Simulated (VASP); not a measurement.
# Ce (Im-3m) in VASP: notebook

The runs below take Ce through single point, with PBE.

Everything below comes from runs of VASP 6.6.1. Logs are shortened: lines on timing, memory, paths and dates and some standing lists are left out, and cuts for length are marked.

## (1) The crystal as given

It takes space group Im-3m (No. 229, cubic). Conventional cell: a = 3.887 Å, b = 3.887 Å, c = 3.887 Å, α = 90.00°, β = 90.00°, γ = 90.00°. Around Ce (site symmetry m-3m) lie 8 Ce at 3.37 Å.

This isn't the form of Ce at room conditions, which is fcc.

## (2) Single point, PBE, collinear spin, ferromagnetic start

Input file INCAR:

```
PREC     = Accurate       # precision mode
ENCUT    = 450            # plane-wave cutoff, eV
EDIFF    = 1E-6           # SCF threshold, eV
ISMEAR   = 0              # smearing method
SIGMA    = 0.2            # smearing width, eV
LREAL    = F              # projectors in reciprocal space
LASPH    = T              # aspherical terms in the spheres
NELM     = 100            # most SCF steps
ALGO     = Normal         # electronic algorithm
ISIF     = 2              # what is computed and relaxed
LWAVE    = F              # write WAVECAR
LCHARG   = F              # write CHGCAR
ISPIN    = 2              # spin polarisation
MAGMOM   = 1              # initial moments
LORBIT   = 11             # projections on sites
LMAXMIX  = 6              # l up to which the mixer works
GGA      = PE             # functional
NBANDS   = 16             # bands
ADDGRID  = F
```

Input file KPOINTS:

```
regular mesh
0
Gamma
  3 3 3
```

Input file POSCAR:

```
Ce
1.0
   -1.9432985503      1.9432985503      1.9432985503
    1.9432985503     -1.9432985503      1.9432985503
    1.9432985503      1.9432985503     -1.9432985503
Ce
1
Direct
    0.0000000000      0.0000000000      0.0000000000
```

Potentials or basis: VASP PAW PBE potentials, release 64 (Ce).

On the command line:

```bash
$ cat potpaw_PBE.64/Ce/POTCAR > POTCAR
$ mpirun -np 1 vasp_std > vasp.out
```

OUTCAR:

```text
PREC = Accurate
   ENCUT = 450
   EDIFF = 1E-6
   ISMEAR = 0
   LREAL = F
   LASPH = T
   NELM = 100
   ISIF = 2
   ISPIN = 2
   LORBIT = 11
   GGA = PE

 Found      4 irreducible k-points:

 Following reciprocal coordinates:
            Coordinates               Weight
  0.000000  0.000000  0.000000      1.000000
  0.333333  0.000000  0.000000     12.000000
  0.333333  0.333333  0.000000      8.000000
 -0.333333  0.333333  0.333333      6.000000
   k-points           NKPTS =      4   k-points in BZ     NKDIM =      4   number of bands    NBANDS=     16
   number of dos      NEDOS =    301   number of ions     NIONS =      1
   total plane-waves  NPLWV =  13824
   dimension x,y,z NGX =    24 NGY =   24 NGZ =   24
   dimension x,y,z NGXF=    48 NGYF=   48 NGZF=   48
   ions per type =               1
   NGX,Y,Z   is equivalent  to a cutoff of  11.85, 11.85, 11.85 a.u.
   NGXF,Y,Z  is equivalent  to a cutoff of  23.71, 23.71, 23.71 a.u.
 SYSTEM =  unknown system
   PREC   = accura    normal or accurate (medium, high low for compatibility)
   ISTART =      0    job   : 0-new  1-cont  2-samecut
   ICHARG =      2    charge: 1-file 2-atom 10-const
   ISPIN  =      2    spin polarized calculation?
   LNONCOLLINEAR =      F non collinear calculations
   LSORBIT =      F    spin-orbit coupling
   LASPH  =      T    aspherical Exc in radial PAW
   ENCUT  =  450.0 eV  33.07 Ry    5.75 a.u.   5.82  5.82  5.82*2*pi/ulx,y,z
   NELM   =    100;   NELMIN=  2; NELMDL= -5     # of ELM steps
   EDIFF  = 0.1E-05   stopping-criterion for ELM
   LREAL  =      F    real-space projection
   EDIFFG = 0.1E-04   stopping-criterion for IOM
   NSW    =      0    number of steps for IOM
   IBRION =     -1    ionic relax: 0-MD 1-quasi-New 2-CG
   NFREE  =      0    steps in history (QN), initial steepest desc. (CG)
   ISIF   =      2    stress and relaxation
   ISYM   =      2    0-nonsym 1-usesym 2-fastsym
   POTIM  = 0.5000    time-step for ionic-motion
   TEBEG  =    0.0;   TEEND  =   0.0 temperature during run
   PSTRESS=    0.0 pullay stress
   NELECT =      12.0000    total number of electrons
   NUPDOWN=      -1.0000    fix difference up-down
   EMIN   =  10.00;   EMAX   =-10.00  energy-range for DOS
   EFERMI =   0.00;   METHOD = LEGACY
   ISMEAR =     0;   SIGMA  =   0.20  broadening in eV -4-tet -1-fermi 0-gaus
   EFERMI_NEDOS =   21; number of points for ismear=-14 and -15
   IALGO  =     38    algorithm
   IMIX   =      4    mixing-type and parameters
     AMIX     =   0.40;   BMIX     =  1.00
     AMIX_MAG =   1.60;   BMIX_MAG =  1.00
  volume/ion in A,a.u.               =      29.35       198.10
  Fermi-wavevector in a.u.,A,eV,Ry     =   1.214998  2.296014 20.085209  1.476221
  Thomas-Fermi vector in A             =   2.350400
   LORBIT       =     11    0 simple, 1 ext, 2 COOP (PROOUT), +10 PAW based schemes
   GGA     = PE    functional components
   LHFCALC =     F    Hartree Fock is set to
   AEXX    =    0.0000 exact exchange contribution
   IVDW    =     0    specifies the selected vdW correction
   LEPSILON=     F    determine dielectric tensor
   LRPA    =     F    only Hartree local field effects (RPA)
 spin polarized calculation
 Gauss-broadening in eV      SIGMA  =   0.20
  energy-cutoff  :      450.00
  volume of cell :       29.35
 maximum number of plane-waves:       655
   NGX = 11   NGY = 11   NGZ = 11

 number of electron      12.0000000 magnetization       1.0184930

 Free energy of the ion-electron system (eV)
  ---------------------------------------------------
  ext. energy  EPLUGINS =         0.00000000
  ---------------------------------------------------
  free energy    TOTEN  =        -6.00997250 eV

  energy without entropy =       -5.90266718  energy(sigma->0) =       -5.95631984

 E-fermi :   8.3829     XC(G=0): -10.7665

 val. band max:        8.3550166841   @ k =   0.3333   0.3333   0.0000
 cond. band min:       8.5059351272   @ k =   0.3333   0.0000   0.0000
 fundamental gap:      0.1509184431
 Fermi energy:         8.3828762244

 spin component 1

 k-point     1 :       0.0000    0.0000    0.0000
  band No.  band energies     occupation
      1     -26.4514      1.00000
      2      -8.0083      1.00000
      3      -8.0083      1.00000
      4      -8.0083      1.00000
      5       5.0823      1.00000
      6       8.2497      0.82681
[... 8 lines left out ...]
     15       9.9451      0.00000
     16      12.6868      0.00000

 k-point     2 :       0.3333    0.0000    0.0000
  band No.  band energies     occupation
      1     -26.1652      1.00000
      2      -9.7053      1.00000
      3      -8.5237      1.00000
      4      -8.0404      1.00000
      5       6.4213      1.00000
      6       7.9995      0.99664
[... 8 lines left out ...]
     15      12.8233      0.00000
     16      13.3744      0.00000

 k-point     3 :       0.3333    0.3333    0.0000
  band No.  band energies     occupation
      1     -26.0140      1.00000
      2      -9.5642      1.00000
      3      -9.5642      1.00000
      4      -8.3017      1.00000
      5       7.2841      1.00000
      6       8.3550      0.57809
[... 8 lines left out ...]
     15      13.6663      0.00000
     16      13.6663      0.00000

 k-point     4 :      -0.3333    0.3333    0.3333
  band No.  band energies     occupation
      1     -25.9454      1.00000
      2      -9.4693      1.00000
      3      -9.1059      1.00000
      4      -9.1059      1.00000
      5       6.5096      1.00000
      6       7.5066      1.00000
[... 8 lines left out ...]
     15      12.2858      0.00000
     16      13.9506      0.00000
 Fermi energy:         8.3828762244

 spin component 2

 k-point     1 :       0.0000    0.0000    0.0000
  band No.  band energies     occupation
      1     -26.0405      1.00000
      2      -7.6508      1.00000
      3      -7.6508      1.00000
      4      -7.6508      1.00000
      5       5.3903      1.00000
      6       8.9281      0.00006
[... 8 lines left out ...]
     15      10.1989      0.00000
     16      12.9164      0.00000

 k-point     2 :       0.3333    0.0000    0.0000
  band No.  band energies     occupation
      1     -25.7490      1.00000
      2      -9.3680      1.00000
      3      -8.1727      1.00000
      4      -7.6844      1.00000
      5       6.7130      1.00000
      6       8.3460      0.60287
[... 8 lines left out ...]
     15      13.0798      0.00000
     16      13.6414      0.00000

 k-point     3 :       0.3333    0.3333    0.0000
  band No.  band energies     occupation
      1     -25.5949      1.00000
      2      -9.2262      1.00000
      3      -9.2262      1.00000
      4      -7.9490      1.00000
      5       7.5710      1.00000
      6       8.8262      0.00086
[... 8 lines left out ...]
     15      13.9455      0.00000
     16      13.9455      0.00000

 k-point     4 :      -0.3333    0.3333    0.3333
  band No.  band energies     occupation
      1     -25.5252      1.00000
      2      -9.1295      1.00000
      3      -8.7617      1.00000
      4      -8.7617      1.00000
      5       6.8082      1.00000
      6       7.7949      0.99998
[... 8 lines left out ...]
     15      12.6122      0.00000
     16      14.2437      0.00000

------------------------ aborting loop because EDIFF is reached ----------------------------------------

  FORCE on cell =-STRESS in cart. coord.  units (eV):
  Direction    XX          YY          ZZ          XY          YZ          ZX
  --------------------------------------------------------------------------------------
  -------------------------------------------------------------------------------------
  Total       -1.4448246     -1.4448246     -1.4448246     -0.0000000     -0.0000000     -0.0000000
  in kB      -78.8582506    -78.8582506    -78.8582506     -0.0000000     -0.0000000     -0.0000000
  external PRESSURE =     -78.8582506 kB  Pullay stress =       0.0000000 kB

 VOLUME and BASIS-vectors are now :
 -----------------------------------------------------------------------------
  energy-cutoff  :      450.00
  volume of cell :       29.35
      direct lattice vectors                 reciprocal lattice vectors
    -1.943298550  1.943298550  1.943298550     0.000000000  0.257294485  0.257294485
     1.943298550 -1.943298550  1.943298550     0.257294485  0.000000000  0.257294485
     1.943298550  1.943298550 -1.943298550     0.257294485  0.257294485  0.000000000

 POSITION                                       TOTAL-FORCE (eV/Angst)
 -----------------------------------------------------------------------------------
      0.00000      0.00000      0.00000        -0.000000     -0.000000     -0.000000
 -----------------------------------------------------------------------------------
    total drift:                                0.000000      0.000000      0.000000

  FREE ENERGIE OF THE ION-ELECTRON SYSTEM (eV)
  ---------------------------------------------------
  free  energy   TOTEN  =        -6.0099724984 eV

  energy  without entropy=       -5.9026671809  energy(sigma->0) =       -5.95631984

 total charge

# of ion       s       p       d       f       tot
--------------------------------------------------
    1        2.065   5.546   1.232   1.006   9.849

 magnetization (x)

# of ion       s       p       d       f       tot
--------------------------------------------------
    1       -0.000   0.006   0.081   0.783   0.869
```

Wall time 6.6 s (1 thread of Intel Xeon 6975P-C (Granite Rapids), shared host); peak memory 0.15 GiB.

These settings aren't checked as converged: the numbers below hold their error.

What came out:

- Free energy: -6.0100 eV
- Pressure: -7.9 GPa
- Band gap on the k mesh: none (metal or under the smearing width)
- Net moment: 1.02 μB per cell
- Site moments: Ce +0.87 μB
- Valence electrons inside the program's atomic spheres: Ce 9.85

Caveat: the k mesh is coarse (spacing up to 0.76 Å⁻¹), so the values aren't converged; the magnetic or orbital state may not be the lowest; spin-orbit coupling is left out, which moves the levels of the heavy elements.

## (3) Single point, PBE, collinear spin, ferromagnetic start

This run uses another cell than the first one, of the same volume but with other edges.

INCAR is that of step 2.

KPOINTS is that of step 2.

Input file POSCAR:

```
Ce
1.0
   -1.9824590000      1.9831840000      1.9962140000
    1.9307920000     -1.9490850000      1.9104480000
    1.9370660000      1.9036920000     -1.9621150000
Ce
1
Direct
   -0.0084250000     -0.0182580000     -0.0014360000
```

Potentials or basis: VASP PAW PBE potentials, release 64 (Ce).

On the command line:

```bash
$ cat potpaw_PBE.64/Ce/POTCAR > POTCAR
$ mpirun -np 1 vasp_std > vasp.out
```

OUTCAR:

```text
PREC = Accurate
   ENCUT = 450
   EDIFF = 1E-6
   ISMEAR = 0
   LREAL = F
   LASPH = T
   NELM = 100
   ISIF = 2
   ISPIN = 2
   LORBIT = 11
   GGA = PE

 Found     14 irreducible k-points:

 Following reciprocal coordinates:
            Coordinates               Weight
  0.000000  0.000000  0.000000      1.000000
  0.333333 -0.000000  0.000000      2.000000
  0.000000  0.333333  0.000000      2.000000
  0.333333  0.333333  0.000000      2.000000
 -0.333333  0.333333  0.000000      2.000000
  0.000000 -0.000000  0.333333      2.000000
   k-points           NKPTS =     14   k-points in BZ     NKDIM =     14   number of bands    NBANDS=     16
[... 315 lines left out ...]
  Total       -1.6530747     -1.4433239     -1.2750369      0.0851440     -0.0614293      0.1023381
  in kB      -90.2244744    -78.7763179    -69.5912508      4.6471437     -3.3527958      5.5855913
  external PRESSURE =     -79.5306810 kB  Pullay stress =       0.0000000 kB

 VOLUME and BASIS-vectors are now :
 -----------------------------------------------------------------------------
  energy-cutoff  :      450.00
  volume of cell :       29.35
      direct lattice vectors                 reciprocal lattice vectors
    -1.982459000  1.983184000  1.996214000     0.006384800  0.255123769  0.253830615
     1.930792000 -1.949085000  1.910448000     0.262015728  0.000784005  0.259431410
     1.937066000  1.903692000 -1.962115000     0.261612011  0.260320847  0.001187722

 POSITION                                       TOTAL-FORCE (eV/Angst)
 -----------------------------------------------------------------------------------
      1.86407      1.95394      1.89567         0.000000      0.000000      0.000000
 -----------------------------------------------------------------------------------
    total drift:                                0.000001      0.000001     -0.000001

  FREE ENERGIE OF THE ION-ELECTRON SYSTEM (eV)
  ---------------------------------------------------
  free  energy   TOTEN  =        -6.0072417549 eV

  energy  without entropy=       -5.9010162547  energy(sigma->0) =       -5.95412900

 total charge

# of ion       s       p       d       f       tot
--------------------------------------------------
    1        2.065   5.547   1.231   1.006   9.849

 magnetization (x)

# of ion       s       p       d       f       tot
--------------------------------------------------
    1       -0.000   0.006   0.091   0.786   0.883
```

OSZICAR:

```text
N       E                     dE             d eps       ncg     rms          rms(c)
DAV:   1     0.830476925267E+02    0.83048E+02   -0.43304E+03   920   0.790E+02
DAV:   2    -0.479107770040E+00   -0.83527E+02   -0.70834E+02  1200   0.144E+02
DAV:   3    -0.628822376375E+01   -0.58091E+01   -0.56645E+01   944   0.516E+01
DAV:   4    -0.646735926414E+01   -0.17914E+00   -0.17849E+00  1600   0.690E+00
DAV:   5    -0.647259673109E+01   -0.52375E-02   -0.52367E-02  1048   0.929E-01    0.757E+00
DAV:   6    -0.739083549185E+01   -0.91824E+00   -0.17126E+01   920   0.157E+01    0.122E+01
DAV:   7    -0.610284748487E+01    0.12880E+01   -0.36993E+00   896   0.164E+01    0.366E+00
DAV:   8    -0.599637446353E+01    0.10647E+00   -0.11110E-01  1216   0.281E+00    0.146E+00
DAV:   9    -0.599926839319E+01   -0.28939E-02   -0.18651E-02  1320   0.120E+00    0.838E-01
DAV:  10    -0.600594955521E+01   -0.66812E-02   -0.95777E-03  1080   0.967E-01    0.437E-01
DAV:  11    -0.600698900315E+01   -0.10394E-02   -0.13571E-03  1080   0.346E-01    0.251E-01
DAV:  12    -0.600717631243E+01   -0.18731E-03   -0.89915E-04  1136   0.240E-01    0.888E-02
DAV:  13    -0.600723637230E+01   -0.60060E-04   -0.15818E-04  1224   0.101E-01    0.531E-02
DAV:  14    -0.600724091532E+01   -0.45430E-05   -0.67473E-05  1152   0.680E-02    0.164E-02
DAV:  15    -0.600724175488E+01   -0.83956E-06   -0.57562E-06  1192   0.173E-02
   1 F= -.60072418E+01 E0= -.59541290E+01  d E =-.106226E+00  mag=     1.0443
```

Wall time 7.5 s (1 thread of Intel Xeon 6975P-C (Granite Rapids), shared host); peak memory 0.15 GiB.

These settings aren't checked as converged: the numbers below hold their error.

Results:

```yaml
Free_energy: -6.0072 eV
Pressure: -8.0 GPa
Band_gap_on_the_k_mesh: none (metal or under the smearing width)
Net_moment: 1.05 μB per cell
Site_moments: Ce +0.88 μB
Valence_electrons_inside_the_program's_atomic_spheres: Ce 9.85
```

Caveat: the k mesh is coarse (spacing up to 0.77 Å⁻¹), so the values aren't converged; the magnetic or orbital state may not be the lowest; spin-orbit coupling is left out, which moves the levels of the heavy elements.

## (4) Single point, PBE, collinear spin, ferromagnetic start

INCAR, as its differences from that of step 3:

```diff
@@ -1,3 +1,3 @@
 PREC     = Accurate       # precision mode
-ENCUT    = 450            # plane-wave cutoff, eV
+ENCUT    = 550            # plane-wave cutoff, eV
 EDIFF    = 1E-6           # SCF threshold, eV
```

KPOINTS is that of step 3.

Input file POSCAR:

```
Ce
1.0
   -1.9432985503      1.9432985503      1.9432985503
    1.9432985503     -1.9432985503      1.9432985503
    1.9432985503      1.9432985503     -1.9432985503
Ce
1
Direct
    0.0000000000      0.0000000000      0.0000000000
```

On the command line:

```bash
$ cat potpaw_PBE.64/Ce/POTCAR > POTCAR
$ mpirun -np 1 vasp_std > vasp.out
```

Run time: 8.7 s. Hardware: 1 thread of Intel Xeon 6975P-C (Granite Rapids), shared host; peak memory 0.18 GiB.

The run converged, but some of its settings lie outside the range that counts as converged, so its numbers aren't taken as properties of the crystal.

Results:

```yaml
Free_energy: -6.0094 eV
Pressure: -7.5 GPa
Band_gap_on_the_k_mesh: none (metal or under the smearing width)
Net_moment: 1.02 μB per cell
Site_moments: Ce +0.87 μB
Valence_electrons_inside_the_program's_atomic_spheres: Ce 9.86
```

Caveat: the k mesh is coarse (spacing up to 0.76 Å⁻¹), so the values aren't converged; the magnetic or orbital state may not be the lowest; spin-orbit coupling is left out, which moves the levels of the heavy elements.

## (5) The reference run

An earlier run on the cell as given: functional PBE; potentials or basis VASP PAW PBE potentials, release 64 (Ce); cutoff 520 eV; k mesh 10 × 10 × 10; occupations fermi-dirac, width 0.05 eV; collinear spin, ferromagnetic start; starting moments [1.0] μB.

- Pressure: -0.8 GPa
- Band gap on the k mesh: none (metal or under the smearing width)
- Net moment: 1.00 μB per cell
- Site moments: Ce +0.79 μB
- Valence electrons inside the program's atomic spheres: Ce 9.81
